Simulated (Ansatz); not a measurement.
**Structures of CO2: which is lowest?**

Plane-wave DFT in Ansatz with scalar-relativistic PAW potentials, cutoff 420 eV, Γ-centred meshes chosen by cell and gap, Gaussian smearing with energies taken to zero width. Every cell was relaxed (cell and atoms) in a run of its own, within the symmetry of its start. Functional: LDA.

Relaxed structures (starts from databases or built by putting these elements on another compound's sites):
A. Imma, 12 atoms in the computed cell, a = 4.374 Å, b = 7.934 Å, c = 7.458 Å; sites (symmetry × multiplicity) C m.. × 8, O .2. × 8 + 2/m.. × 4 + mm2 × 4; start: built
B. I-42d, 6 atoms in the computed cell, a = 3.869 Å, c = 5.894 Å; sites (symmetry × multiplicity) C -4.. × 4, O .2. × 8; start: database
C. P4_32_12, 12 atoms in the computed cell, a = 3.978 Å, c = 5.509 Å; sites (symmetry × multiplicity) C ..2 × 4, O 1 × 8; start: built

Question: Rank them by energy. Could pressure change the order?

Answer:
| structure | group | E − E(lowest) (meV/atom) | V (Å³/atom) | gap on mesh (eV) |
| --- | --- | --- | --- | --- |
| B | I-42d | 0.0 | 7.35 | 7.60 |
| C | P4_32_12 | 69 | 7.26 | 6.56 |
| A | Imma | 406 | 10.79 | 4.32 |

B is lowest, 69 meV/atom under C. The two lowest differ in volume by under 3 %, too little for a first-order estimate of what pressure does to that pair (other pairs aren't weighed here); with rigid cells even 3 % in favour of the higher one would need about 50 GPa. Other structures may lie lower than all of these, and vibrations aren't counted.